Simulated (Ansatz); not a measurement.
GaSb in Ansatz: the effect of functional

GaSb:

```
CELL_PARAMETERS angstrom
-2.80744 2.80744 1.62191
2.80744 -2.80744 1.62191
2.80744 2.80744 -1.62191
ATOMIC_POSITIONS crystal
Sb 0.00000 0.00000 0.00000
Ga 0.75000 0.25000 0.50000
```

Measurements of this composition are mostly on another form, of space group No. 216.

The cell isn't the ideal one: volume scaled by 1.06.

Alike in all runs:

- Program: Ansatz 0.2.0
- Task: single point
- Potentials or basis: Ansatz PAW
- k mesh: 10 × 10 × 10
- Occupations: fermi-dirac, width 0.05 eV
- Spin: no spin polarisation

Task: One run gave: pressure -5.3 GPa. Which functional did it use?
A. LDA
B. r2SCAN
C. PBEsol

Result: C.

| functional | cutoff | pressure (GPa) |
| --- | --- | --- |
| LDA | 420 eV (not typed: the program's choice for these potentials) | -6.5 |
| PBEsol | 420 eV (not typed: the program's choice for these potentials) | -5.3 |
| r2SCAN | 500 eV (not typed: the program's choice for these potentials) | -4.1 |

Caveats: the PAW data sets come from PBE, with cores solved anew for the run's functional, which leaves a small shift of forces and pressure.
